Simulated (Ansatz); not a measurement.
# H started in the widest void in cubic perovskite BaZrO3, 41 atoms, charge +1

All numbers come from Ansatz (PAW, plane waves, no spin–orbit coupling) at the single k point (¼, ¼, ¼) without its symmetry partners. The atoms were relaxed with PBEsol in a fixed cell; other functionals are single points on those atoms unless said otherwise. The valence top and gap of the host come from its small cell on a dense mesh, with the band extrema sought between the mesh points, lined up by the mean potential, PBEsol gap 3.17 eV, HSE06 gap 4.74 eV. The charge correction uses an assumed dielectric constant of 40.

Cell: a = 8.362 Å, b = 8.362 Å, c = 8.362 Å, α = 90.00°, β = 90.00°, γ = 90.00°.

Nearest atoms after relaxation, from the placed atom (for vacancies from the middle of the vacant sites): O at 0.99 Å, O at 2.10 Å, O at 2.13 Å, Zr at 2.35 Å, Zr at 2.37 Å, Ba at 2.56 Å, Ba at 2.59 Å, O at 3.04 Å.

Chemical potentials μ are those of reference phases of the elements at zero temperature by the same functional (the usual solids, diamond for C, grey Sn, and the molecules H2, N2, O2, F2, Cl2, Br2 and S8).

| functional | E(defect) − E(host) − Σ nμ + q·E_VBM (eV) | monopole (eV) | alignment (eV) | formation energy at E_F = VBM (eV) | moment (μB) | wall time, shared host |
| --- | --- | --- | --- | --- | --- | --- |
| PBEsol | -1.49 | 0.06 | -0.08 | -1.51 | 0 (no spin) | 8 s on NVIDIA GB200 (relaxation) |
| HSE06 | -2.24 | 0.06 | -0.08 | -2.26 | 0 (no spin) | 7.8 s on NVIDIA GB200 |

Q: How does the monopole term follow by hand for this cubic cell?

A: q²·α·e²/(4πε₀)/(2εL) with the Madelung constant α = 2.837 and e²/4πε₀ = 14.40 eV·Å: 1 × 2.837 × 14.40 / (2 × 40 × 8.362) = 0.06 eV.

HSE06 one-electron levels near the gap (the ten most localised at most), from the host's valence top, not corrected for the charge's images:

```tsv
level (eV)	spin	filling	atoms sharing it	element of the atom with most weight
-0.20	both	2.00	12.2	O
-0.17	both	2.00	19.2	spread
-0.13	both	2.00	20.2	spread
-0.09	both	2.00	17.6	spread
```

All elements are taken at their own reference at once; growth conditions in equilibrium with the host shift these energies, by up to the host's formation enthalpy.

The ideal cubic host may itself distort, and that gain is in these energies.

One k point and a cell of this size can leave errors of several tenths of an eV in such numbers.
